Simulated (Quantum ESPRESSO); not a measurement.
# AlCu3 (Fm-3m) in Quantum ESPRESSO: notebook

Aim: see how the results for AlCu3 move with the level of theory and the settings. Levels: PBEsol, LDA. Tasks: band structure, single point, equation of state.

All numbers are computed with Quantum ESPRESSO 7.5; they aren't measurements. Logs are shortened: lines on timing, memory, paths and dates and some standing lists are left out, and cuts for length are marked.

**1. Starting point**

Symmetry: Fm-3m, No. 225, cubic system. The conventional cell has a = 5.776 Å, b = 5.776 Å, c = 5.776 Å, α = 90.00°, β = 90.00°, γ = 90.00°. Cu (site symmetry -43m) has 4 Al at 2.50 Å and 4 Cu at 2.50 Å as nearest neighbours. Cu (site symmetry m-3m) is surrounded by 8 Cu at 2.50 Å. Al (site symmetry m-3m) has 8 Cu at 2.50 Å as nearest neighbours.

The cell comes from a database or a generator and needn't be the stable form of this composition.

**2. Band structure, PBEsol**

pw.in

```
&CONTROL
  calculation = 'scf'
  prefix = 'pwscf'
  outdir = './tmp'
  pseudo_dir = './pseudo'
  tprnfor = .true.
  tstress = .true.
  disk_io = 'low'
/
&SYSTEM
  ibrav = 0
  nat = 4
  ntyp = 2
  ecutwfc = 56
  ecutrho = 448
  nbnd = 40
  occupations = 'smearing'
  smearing = 'fd'
  degauss = 0.00367493
/
&ELECTRONS
  conv_thr = 8d-10
  electron_maxstep = 120
  mixing_beta = 0.5
/
ATOMIC_SPECIES
Cu    63.5460 cu_pbesol_v1.2.uspp.F.UPF
Al    26.9815 al_pbesol_v1.uspp.F.UPF
CELL_PARAMETERS angstrom
   0.0000000000    2.8880109880    2.8880109880
   2.8880109880    0.0000000000    2.8880109880
   2.8880109880    2.8880109880    0.0000000000
ATOMIC_POSITIONS crystal
Cu     0.7500000000    0.7500000000    0.7500000000
Cu     0.2500000000    0.2500000000    0.2500000000
Cu     0.5000000000    0.5000000000    0.5000000000
Al     0.0000000000    0.0000000000    0.0000000000
K_POINTS automatic
8 8 8 0 0 0
```

bands.in

```
&CONTROL
  calculation = 'bands'
  prefix = 'pwscf'
  outdir = './tmp'
  pseudo_dir = './pseudo'
  disk_io = 'low'
  verbosity = 'high'
/
&SYSTEM
  ibrav = 0
  nat = 4
  ntyp = 2
  ecutwfc = 56
  ecutrho = 448
  nbnd = 40
  occupations = 'smearing'
  smearing = 'fd'
  degauss = 0.00367493
/
&ELECTRONS
  conv_thr = 1d-08
  electron_maxstep = 120
  mixing_beta = 0.5
  diago_full_acc = .true.
  startingwfc = 'random'
/
ATOMIC_SPECIES
Cu    63.5460 cu_pbesol_v1.2.uspp.F.UPF
Al    26.9815 al_pbesol_v1.uspp.F.UPF
CELL_PARAMETERS angstrom
   0.0000000000    2.8880109880    2.8880109880
   2.8880109880    0.0000000000    2.8880109880
   2.8880109880    2.8880109880    0.0000000000
ATOMIC_POSITIONS crystal
Cu     0.7500000000    0.7500000000    0.7500000000
Cu     0.2500000000    0.2500000000    0.2500000000
Cu     0.5000000000    0.5000000000    0.5000000000
Al     0.0000000000    0.0000000000    0.0000000000
K_POINTS crystal
60
 0.0000000000  0.0000000000  0.0000000000 1
 0.0625000000  0.0000000000  0.0625000000 1
 0.1250000000  0.0000000000  0.1250000000 1
 0.1875000000  0.0000000000  0.1875000000 1
 0.2500000000  0.0000000000  0.2500000000 1
 0.3125000000  0.0000000000  0.3125000000 1
 0.3750000000  0.0000000000  0.3750000000 1
 0.4375000000  0.0000000000  0.4375000000 1
 0.5000000000  0.0000000000  0.5000000000 1
 0.5000000000  0.0625000000  0.5625000000 1
 0.5000000000  0.1250000000  0.6250000000 1
 0.5000000000  0.1875000000  0.6875000000 1
 0.5000000000  0.2500000000  0.7500000000 1
 0.4375000000  0.3125000000  0.7500000000 1
 0.3750000000  0.3750000000  0.7500000000 1
 0.3375000000  0.3375000000  0.6750000000 1
 0.3000000000  0.3000000000  0.6000000000 1
 0.2625000000  0.2625000000  0.5250000000 1
 0.2250000000  0.2250000000  0.4500000000 1
 0.1875000000  0.1875000000  0.3750000000 1
 0.1500000000  0.1500000000  0.3000000000 1
 0.1125000000  0.1125000000  0.2250000000 1
 0.0750000000  0.0750000000  0.1500000000 1
 0.0375000000  0.0375000000  0.0750000000 1
 0.0000000000  0.0000000000  0.0000000000 1
 0.0625000000  0.0625000000  0.0625000000 1
 0.1250000000  0.1250000000  0.1250000000 1
 0.1875000000  0.1875000000  0.1875000000 1
 0.2500000000  0.2500000000  0.2500000000 1
 0.3125000000  0.3125000000  0.3125000000 1
 0.3750000000  0.3750000000  0.3750000000 1
 0.4375000000  0.4375000000  0.4375000000 1
 0.5000000000  0.5000000000  0.5000000000 1
 0.5250000000  0.4500000000  0.5250000000 1
 0.5500000000  0.4000000000  0.5500000000 1
 0.5750000000  0.3500000000  0.5750000000 1
 0.6000000000  0.3000000000  0.6000000000 1
 0.6250000000  0.2500000000  0.6250000000 1
 0.5833333333  0.2500000000  0.6666666667 1
 0.5416666667  0.2500000000  0.7083333333 1
 0.5000000000  0.2500000000  0.7500000000 1
 0.5000000000  0.2857142857  0.7142857143 1
 0.5000000000  0.3214285714  0.6785714286 1
 0.5000000000  0.3571428571  0.6428571429 1
 0.5000000000  0.3928571429  0.6071428571 1
 0.5000000000  0.4285714286  0.5714285714 1
 0.5000000000  0.4642857143  0.5357142857 1
 0.5000000000  0.5000000000  0.5000000000 1
 0.4821428571  0.4821428571  0.5357142857 1
 0.4642857143  0.4642857143  0.5714285714 1
 0.4464285714  0.4464285714  0.6071428571 1
 0.4285714286  0.4285714286  0.6428571429 1
 0.4107142857  0.4107142857  0.6785714286 1
 0.3928571429  0.3928571429  0.7142857143 1
 0.3750000000  0.3750000000  0.7500000000 1
 0.6250000000  0.2500000000  0.6250000000 1
 0.5937500000  0.1875000000  0.5937500000 1
 0.5625000000  0.1250000000  0.5625000000 1
 0.5312500000  0.0625000000  0.5312500000 1
 0.5000000000  0.0000000000  0.5000000000 1
```

Potentials or basis: GBRV 1.5 PBEsol.

Command:

```sh
OMP_NUM_THREADS=1 mpirun -n 2 pw.x -nk 2 -in pw.in > pw.out
OMP_NUM_THREADS=1 mpirun -n 2 pw.x -nk 2 -in bands.in > bands.out
```

pw.out:

```text
This program is part of the open-source Quantum ESPRESSO suite
     for quantum simulation of materials; please cite
[... 13 lines left out ...]
     --------------------
     sticks:   dense  smooth     PW     G-vecs:    dense   smooth      PW
     Sum        1813     925    283                51733    18421    3071

     Using Slab Decomposition

     bravais-lattice index     =            0
     lattice parameter (alat)  =       7.7181  a.u.
     unit-cell volume          =     325.1046 (a.u.)^3
     number of atoms/cell      =            4
     number of atomic types    =            2
     number of electrons       =        60.00
     number of Kohn-Sham states=           40
     kinetic-energy cutoff     =      56.0000  Ry
     charge density cutoff     =     448.0000  Ry
     scf convergence threshold =      8.0E-10
     mixing beta               =       0.5000
     number of iterations used =            8  plain     mixing
     Exchange-correlation= SLA  PW   PSX  PSC
                           (   1   4  10   8   0   0   0)

     celldm(1)=   7.718141  celldm(2)=   0.000000  celldm(3)=   0.000000
     celldm(4)=   0.000000  celldm(5)=   0.000000  celldm(6)=   0.000000

     crystal axes: (cart. coord. in units of alat)
               a(1) = (   0.000000   0.707107   0.707107 )
               a(2) = (   0.707107   0.000000   0.707107 )
               a(3) = (   0.707107   0.707107   0.000000 )

     reciprocal axes: (cart. coord. in units 2 pi/alat)
               b(1) = ( -0.707107  0.707107  0.707107 )
               b(2) = (  0.707107 -0.707107  0.707107 )
               b(3) = (  0.707107  0.707107 -0.707107 )

     PseudoPot. # 1 for Cu read from file:
     cu_pbesol_v1.2.uspp.F.UPF
     Pseudo is Ultrasoft + core correction, Zval = 19.0
     Generated by new atomic code, or converted to UPF format
     Using radial grid of  867 points,  6 beta functions with:
                l(1) =   0
                l(2) =   0
                l(3) =   1
                l(4) =   1
                l(5) =   2
                l(6) =   2
     Q(r) pseudized with  8 coefficients,  rinner =    1.150   1.150   1.150
                                                       1.150   1.150

     PseudoPot. # 2 for Al read from file:
     al_pbesol_v1.uspp.F.UPF
     Pseudo is Ultrasoft + core correction, Zval =  3.0
     Generated by new atomic code, or converted to UPF format
     Using radial grid of  893 points,  3 beta functions with:
                l(1) =   0
                l(2) =   1
                l(3) =   2
     Q(r) pseudized with  8 coefficients,  rinner =    0.900   0.900   0.900
                                                       0.900   0.900

     atomic species   valence    mass     pseudopotential
     Cu               19.00    63.54600     Cu( 1.00)
     Al                3.00    26.98150     Al( 1.00)

     48 Sym. Ops., with inversion, found

   Cartesian axes

     site n.     atom                  positions (alat units)
         1        Cu     tau(   1) = (   1.0606602   1.0606602   1.0606602  )
         2        Cu     tau(   2) = (   0.3535534   0.3535534   0.3535534  )
         3        Cu     tau(   3) = (   0.7071068   0.7071068   0.7071068  )
         4        Al     tau(   4) = (   0.0000000   0.0000000   0.0000000  )

     number of k points=    29  Fermi-Dirac smearing, width (Ry)=  0.0037
                       cart. coord. in units 2pi/alat
        k(    1) = (   0.0000000   0.0000000   0.0000000), wk =   0.0039062
        k(    2) = (   0.0883883   0.0883883  -0.0883883), wk =   0.0312500
        k(    3) = (   0.1767767   0.1767767  -0.1767767), wk =   0.0312500
        k(    4) = (   0.2651650   0.2651650  -0.2651650), wk =   0.0312500
        k(    5) = (  -0.3535534  -0.3535534   0.3535534), wk =   0.0156250
        k(    6) = (   0.1767767   0.0000000   0.0000000), wk =   0.0234375
[... 21 lines left out ...]
        k(   28) = (  -0.7071068   0.1767767  -0.0000000), wk =   0.0468750
[... 49 lines left out ...]
   -55.6341 -55.3343 -55.3319 -55.3313   7.9788   8.6132   8.9595   9.8705
    10.6439  10.7202  10.8917  11.0456  11.3447  11.3828  11.4198  11.5617
    12.0074  12.1278  12.4018  12.4431  12.5250  12.8357  13.9419  17.0766
    19.9886  23.1725  23.5314  23.6181  24.3759  27.4812  28.8038  30.0194

          k =-0.7071 0.0000 0.0000 (  2272 PWs)   bands (ev):

   -98.1029 -98.1022 -97.7950 -55.6521 -55.6521 -55.6489 -55.6348 -55.6348
   -55.6338 -55.3356 -55.3310 -55.3310   7.9189   8.1603   9.5507   9.7398
    10.7383  10.7383  10.8117  11.2355  11.2355  11.6852  11.8088  12.1055
    12.1589  12.4389  12.4389  12.4655  12.5374  12.5374  12.6675  16.7365
    17.1041  25.6249  25.6249  26.1068  26.6068  26.6068  28.0983  29.8276

          k = 0.3536 0.1768 0.0000 (  2305 PWs)   bands (ev):

   -98.1033 -98.1019 -97.7949 -55.6497 -55.6475 -55.6438 -55.6407 -55.6383
   -55.6360 -55.3338 -55.3321 -55.3320   5.4655   9.3908  10.1487  10.2336
    10.3252  10.5717  10.6033  10.9374  11.1614  11.5128  11.5246  11.6612
    12.1256  12.1827  12.2838  12.3524  14.3491  14.4020  16.0002  18.5923
    18.7935  19.9979  21.8705  22.5669  23.8600  25.8391  26.4320  27.5053

          k =-0.2652-0.4419 0.6187 (  2301 PWs)   bands (ev):

   -98.1029 -98.1022 -97.7950 -55.6500 -55.6462 -55.6457 -55.6402 -55.6385
   -55.6358 -55.3337 -55.3323 -55.3317   6.4466   8.9070   9.7945  10.2268
    10.3441  10.6959  10.8196  10.8333  11.2041  11.3508  11.3588  11.6042
    12.1186  12.2198  12.2458  12.3799  13.0182  14.2015  15.0499  18.5485
    19.3303  20.5532  22.0736  23.4558  24.5623  25.7335  28.1869  28.4960
[... 19 lines left out ...]
   -98.1027 -98.1024 -97.7950 -55.6518 -55.6483 -55.6464 -55.6402 -55.6352
   -55.6347 -55.3340 -55.3324 -55.3312   7.7345   8.6058   9.2960   9.8453
    10.6510  10.7156  10.8660  11.0602  11.1301  11.2912  11.4841  11.6308
    12.1193  12.1785  12.3382  12.3953  12.5494  13.1630  13.4570  18.2302
    20.1379  20.9252  22.9271  24.3967  26.1295  26.8772  28.1802  29.4365

          k = 0.0000-0.3536 0.5303 (  2298 PWs)   bands (ev):

   -98.1026 -98.1024 -97.7950 -55.6513 -55.6478 -55.6432 -55.6432 -55.6364
   -55.6346 -55.3332 -55.3330 -55.3314   7.4048   8.8692   9.1895   9.9939
    10.4895  10.7261  10.9060  10.9224  11.2130  11.2829  11.4464  11.5010
    12.1124  12.1898  12.2724  12.4575  12.7844  13.0593  14.0946  18.5962
    20.5522  20.6241  22.5680  23.9570  24.6242  26.3664  27.9605  29.7524

          k =-0.7071 0.1768-0.0000 (  2288 PWs)   bands (ev):

   -98.1028 -98.1023 -97.7950 -55.6525 -55.6496 -55.6486 -55.6374 -55.6347
   -55.6340 -55.3349 -55.3317 -55.3310   8.0180   8.3874   9.5278   9.5393
    10.7023  10.7846  10.9582  11.0006  11.2250  11.4649  11.6836  11.7204
    12.1337  12.3647  12.4015  12.4528  12.5180  12.7134  12.7630  17.8355
    18.0987  23.3817  23.3952  25.7709  26.8098  27.7927  28.1128  29.6497

          k =-0.7071 0.3536 0.0000 (  2268 PWs)   bands (ev):

   -98.1025 -98.1025 -97.7950 -55.6527 -55.6483 -55.6435 -55.6435 -55.6343
   -55.6343 -55.3332 -55.3332 -55.3310   8.1338   8.9690   8.9690   9.4894
    10.7869  10.8405  10.8704  10.8704  11.1370  11.1370  11.5654  11.6985
    12.2302  12.2302  12.3844  12.4018  12.5805  12.7789  12.7789  20.3282
    20.3282  20.3770  20.4803  25.9447  27.3860  27.3860  28.3277  28.9396

     the Fermi energy is    14.7367 ev

!    total energy              =   -1217.25670949 Ry
     estimated scf accuracy    <          5.5E-11 Ry
     smearing contrib. (-TS)   =      -0.00022882 Ry
     internal energy E=F+TS    =   -1217.25648066 Ry

     The total energy is F=E-TS. E is the sum of the following terms:
     one-electron contribution =    -930.54819633 Ry
     hartree contribution      =     497.83673343 Ry
     xc contribution           =    -119.54668808 Ry
     ewald contribution        =    -664.99832968 Ry

     convergence has been achieved in  18 iterations

     Forces acting on atoms (cartesian axes, Ry/au):

     atom    1 type  1   force =     0.00000000   -0.00000000   -0.00000000
     atom    2 type  1   force =    -0.00000000    0.00000000    0.00000000
     atom    3 type  1   force =     0.00000000    0.00000000    0.00000000
     atom    4 type  2   force =    -0.00000000    0.00000000   -0.00000000

     Total force =     0.000000     Total SCF correction =     0.000000

     Computing stress (Cartesian axis) and pressure

          total   stress  (Ry/bohr**3)                   (kbar)     P=       -7.68
  -0.00005224  -0.00000000  -0.00000000           -7.68       -0.00       -0.00
  -0.00000000  -0.00005224  -0.00000000           -0.00       -7.68       -0.00
  -0.00000000  -0.00000000  -0.00005224           -0.00       -0.00       -7.68

=------------------------------------------------------------------------------=
   JOB DONE.
=------------------------------------------------------------------------------=
```

It took 85 s on 2 MPI ranks of Intel Xeon Platinum 8488C (Sapphire Rapids), shared host; peak memory 0.38 GiB.

Results:

```yaml
Free_energy: -16561.6212 eV
Pressure: -0.8 GPa
Band_gap_on_the_k_mesh: none (metal or under the smearing width)
```

Levels at the corners of the path, in eV from the Fermi level:
```
point  band 28  band 29  band 30  band 31  band 32  band 33
    Γ    -2.44     3.76     3.76     3.76     4.17     4.17
    X    -2.27    -2.20    -2.20    -2.07     2.00     2.37
    W    -2.33    -2.16    -1.96    -1.96     5.59     5.59
    K    -2.29    -2.21    -1.90    -0.79     2.34     5.25
    Γ    -2.44     3.76     3.76     3.76     4.17     4.17
    L    -2.39    -2.11     2.67     2.67     2.94     2.94
    U    -2.29    -2.21    -1.90    -0.79     2.34     5.25
    W    -2.33    -2.16    -1.96    -1.96     5.59     5.59
    L    -2.39    -2.11     2.67     2.67     2.94     2.94
    K    -2.29    -2.21    -1.90    -0.79     2.34     5.25
    U    -2.29    -2.21    -1.90    -0.79     2.34     5.25
    X    -2.27    -2.20    -2.20    -2.07     2.00     2.37
```

**3. Single point, LDA, 11.32 Å³/atom**

pw.in: that of step 2 with these lines changed.

```diff
@@ -5,5 +5,4 @@
   pseudo_dir = './pseudo'
-  tprnfor = .true.
   tstress = .true.
-  disk_io = 'low'
+  disk_io = 'nowf'
 /
@@ -26,8 +25,8 @@
 ATOMIC_SPECIES
-Cu    63.5460 cu_pbesol_v1.2.uspp.F.UPF
-Al    26.9815 al_pbesol_v1.uspp.F.UPF
+Cu    63.5460 cu_lda_v1.2.uspp.F.UPF
+Al    26.9815 al_lda_v1.uspp.F.UPF
 CELL_PARAMETERS angstrom
-   0.0000000000    2.8880109880    2.8880109880
-   2.8880109880    0.0000000000    2.8880109880
-   2.8880109880    2.8880109880    0.0000000000
+   0.0000000000    2.8290554457    2.8290554457
+   2.8290554457    0.0000000000    2.8290554457
+   2.8290554457    2.8290554457    0.0000000000
 ATOMIC_POSITIONS crystal
```

Potentials or basis: GBRV 1.5 LDA.

Command:

```sh
OMP_NUM_THREADS=1 mpirun -n 2 pw.x -nk 2 -in pw.in > pw.out
```

It took 53 s on 2 MPI ranks of Intel Xeon Platinum 8488C (Sapphire Rapids), shared host; peak memory 0.36 GiB.

Results (log left out):

* Free energy: -16562.8864 eV
* Pressure: 3.9 GPa
* Band gap on the k mesh: none (metal or under the smearing width)

**4. Single point, LDA, 11.56 Å³/atom**

pw.in: that of step 3 with these lines changed.

```diff
@@ -28,5 +28,5 @@
 CELL_PARAMETERS angstrom
-   0.0000000000    2.8290554457    2.8290554457
-   2.8290554457    0.0000000000    2.8290554457
-   2.8290554457    2.8290554457    0.0000000000
+   0.0000000000    2.8489790278    2.8489790278
+   2.8489790278    0.0000000000    2.8489790278
+   2.8489790278    2.8489790278    0.0000000000
 ATOMIC_POSITIONS crystal
```

Command:

```sh
OMP_NUM_THREADS=1 mpirun -n 2 pw.x -nk 2 -in pw.in > pw.out
```

Wall time 52 s (2 MPI ranks of Intel Xeon Platinum 8488C (Sapphire Rapids), shared host); peak memory 0.36 GiB.

The run converged. Its results:

```
Free energy            : -16562.9012 eV
Pressure               : 0.2 GPa
Band gap on the k mesh : none (metal or under the smearing width)
```

**5. Single point, LDA, 11.80 Å³/atom**

pw.in: that of step 4 with these lines changed.

```diff
@@ -28,5 +28,5 @@
 CELL_PARAMETERS angstrom
-   0.0000000000    2.8489790278    2.8489790278
-   2.8489790278    0.0000000000    2.8489790278
-   2.8489790278    2.8489790278    0.0000000000
+   0.0000000000    2.8686277799    2.8686277799
+   2.8686277799    0.0000000000    2.8686277799
+   2.8686277799    2.8686277799    0.0000000000
 ATOMIC_POSITIONS crystal
```

Command:

```sh
OMP_NUM_THREADS=1 mpirun -n 2 pw.x -nk 2 -in pw.in > pw.out
```

Wall time 42 s (2 MPI ranks of Intel Xeon Platinum 8488C (Sapphire Rapids), shared host); peak memory 0.38 GiB.

Results (log left out):

```yaml
Free_energy: -16562.8946 eV
Pressure: -3.1 GPa
Band_gap_on_the_k_mesh: none (metal or under the smearing width)
```

**6. Single point, LDA, 12.04 Å³/atom**

pw.in: that of step 5 with these lines changed.

```diff
@@ -28,5 +28,5 @@
 CELL_PARAMETERS angstrom
-   0.0000000000    2.8686277799    2.8686277799
-   2.8686277799    0.0000000000    2.8686277799
-   2.8686277799    2.8686277799    0.0000000000
+   0.0000000000    2.8880109880    2.8880109880
+   2.8880109880    0.0000000000    2.8880109880
+   2.8880109880    2.8880109880    0.0000000000
 ATOMIC_POSITIONS crystal
```

Potentials or basis: GBRV 1.5 LDA.

Command:

```sh
OMP_NUM_THREADS=1 mpirun -n 2 pw.x -nk 2 -in pw.in > pw.out
```

Wall time 41 s (2 MPI ranks of Intel Xeon Platinum 8488C (Sapphire Rapids), shared host); peak memory 0.38 GiB.

Results (log left out):

```yaml
Free_energy: -16562.8689 eV
Pressure: -6.0 GPa
Band_gap_on_the_k_mesh: none (metal or under the smearing width)
```

**7. Single point, LDA, 12.28 Å³/atom**

pw.in: that of step 6 with these lines changed.

```diff
@@ -28,5 +28,5 @@
 CELL_PARAMETERS angstrom
-   0.0000000000    2.8880109880    2.8880109880
-   2.8880109880    0.0000000000    2.8880109880
-   2.8880109880    2.8880109880    0.0000000000
+   0.0000000000    2.9071374460    2.9071374460
+   2.9071374460    0.0000000000    2.9071374460
+   2.9071374460    2.9071374460    0.0000000000
 ATOMIC_POSITIONS crystal
```

Command:

```sh
OMP_NUM_THREADS=1 mpirun -n 2 pw.x -nk 2 -in pw.in > pw.out
```

It took 46 s on 2 MPI ranks of Intel Xeon Platinum 8488C (Sapphire Rapids), shared host; peak memory 0.38 GiB.

It converged, with:

| Item | Value |
| --- | --- |
| Free energy | -16562.8266 eV |
| Pressure | -8.8 GPa |
| Band gap on the k mesh | none (metal or under the smearing width) |

**8. Single point, LDA, 12.53 Å³/atom**

pw.in: that of step 7 with these lines changed.

```diff
@@ -28,5 +28,5 @@
 CELL_PARAMETERS angstrom
-   0.0000000000    2.9071374460    2.9071374460
-   2.9071374460    0.0000000000    2.9071374460
-   2.9071374460    2.9071374460    0.0000000000
+   0.0000000000    2.9260154908    2.9260154908
+   2.9260154908    0.0000000000    2.9260154908
+   2.9260154908    2.9260154908    0.0000000000
 ATOMIC_POSITIONS crystal
```

Command:

```sh
OMP_NUM_THREADS=1 mpirun -n 2 pw.x -nk 2 -in pw.in > pw.out
```

Run time: 52 s. Hardware: 2 MPI ranks of Intel Xeon Platinum 8488C (Sapphire Rapids), shared host; peak memory 0.38 GiB.

It converged, with:

```
Free energy            : -16562.7695 eV
Pressure               : -11.0 GPa
Band gap on the k mesh : none (metal or under the smearing width)
```

**9. Single point, LDA, 12.77 Å³/atom**

pw.in: that of step 8 with these lines changed.

```diff
@@ -28,5 +28,5 @@
 CELL_PARAMETERS angstrom
-   0.0000000000    2.9260154908    2.9260154908
-   2.9260154908    0.0000000000    2.9260154908
-   2.9260154908    2.9260154908    0.0000000000
+   0.0000000000    2.9446530347    2.9446530347
+   2.9446530347    0.0000000000    2.9446530347
+   2.9446530347    2.9446530347    0.0000000000
 ATOMIC_POSITIONS crystal
```

Potentials or basis: GBRV 1.5 LDA.

Command:

```sh
OMP_NUM_THREADS=1 mpirun -n 2 pw.x -nk 2 -in pw.in > pw.out
```

Run time: 41 s. Hardware: 2 MPI ranks of Intel Xeon Platinum 8488C (Sapphire Rapids), shared host; peak memory 0.4 GiB.

Results (log left out):

| Property | Result |
| --- | --- |
| Free energy | -16562.6990 eV |
| Pressure | -13.1 GPa |
| Band gap on the k mesh | none (metal or under the smearing width) |

**10. Equation of state, LDA**

This step only gathers the single runs of the series.

What came out:

```
Equilibrium volume                      : 11.60 Å³/atom
Bulk modulus                            : 167 GPa
Pressure derivative of the bulk modulus : 4.8
```

Energy against volume, from the lowest point:
```csv
volume (Å³/atom),energy (meV/atom)
11.321,3.70
11.562,0.00
11.803,1.67
12.044,8.07
12.285,18.65
12.526,32.93
12.767,50.56
```
